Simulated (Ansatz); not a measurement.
Comparing deformations in C

Method: DFT LDA, scalar-relativistic, plane waves, PAW in Ansatz 0.2.0. Settings: plane waves to 420 eV, k-mesh 16×16×16 (Γ-centred), Gaussian smearing 0.03 eV. No spin polarisation. Energies are free energies at this smearing, counted from the undisturbed cell; pressure is positive in compression.

The starting cell (relaxed at this level; this form isn't the usual structure):

```
CELL_PARAMETERS angstrom
0.00000 2.11665 3.35975
1.22278 0.00000 3.35975
1.22278 2.11665 0.00000
ATOMIC_POSITIONS crystal
C 0.16671 0.83329 0.16671
C 0.83329 0.16671 0.83329
```

The cell holds layers and no dispersion correction was added, so their binding is poorly described.

The cell is strained by ε times a Voigt pattern (xx, yy, zz, yz, xz, xy; engineering shear) with fractional coordinates fixed. τ = (1/V0) dE/dε comes from the stress tensor. Of each scan, only the three points used here are listed.

```csv
pattern,ε,τ (GPa)
"(1, 0, 0, 0, 0, 0)",-0.0150,-17.66
"(1, 0, 0, 0, 0, 0)",0.0000,-0.12
"(1, 0, 0, 0, 0, 0)",0.0150,15.84
"(0, 0, 0, 0, 1, 0)",-0.0075,-0.064
"(0, 0, 0, 0, 1, 0)",0.0000,0.000
"(0, 0, 0, 0, 1, 0)",0.0075,0.064
"(1, 1, 0, 0, 0, 0)",-0.0150,-41.08
"(1, 1, 0, 0, 0, 0)",0.0000,0.07
"(1, 1, 0, 0, 0, 0)",0.0150,36.77
"(0, 0, 1, 0, 0, 0)",-0.0150,-0.645
"(0, 0, 1, 0, 0, 0)",0.0000,-0.141
"(0, 0, 1, 0, 0, 0)",0.0150,0.258
```

Task: Which constants do the scans give, and which deformation costs least for the same size of strain tensor?

Result: The slope dτ/dε at zero (parabola through three points) is pᵀCp: (1, 0, 0, 0, 0, 0) gives C11 = 1117 GPa; (0, 0, 0, 0, 1, 0) gives C55 = 8.5 GPa; (1, 1, 0, 0, 0, 0) gives C11 + C22 + 2 C12 = 2595 GPa; (0, 0, 1, 0, 0, 0) gives C33 = 30 GPa. The size of the strain tensor, ε:ε, is ε² times 1.0, 0.5, 2.0, 1.0. Per unit of it the stiffnesses are 1117, 17.0, 1298, 30 GPa, so (0, 0, 0, 0, 1, 0) is the softest of these: at ε:ε = (1 %)² the quadratic term costs 0.05 meV/atom against 3.52 for the stiffest. These are clamped-ion values.

Forces appear on the atoms along this scan, and letting them relax would lower the energy and soften the response.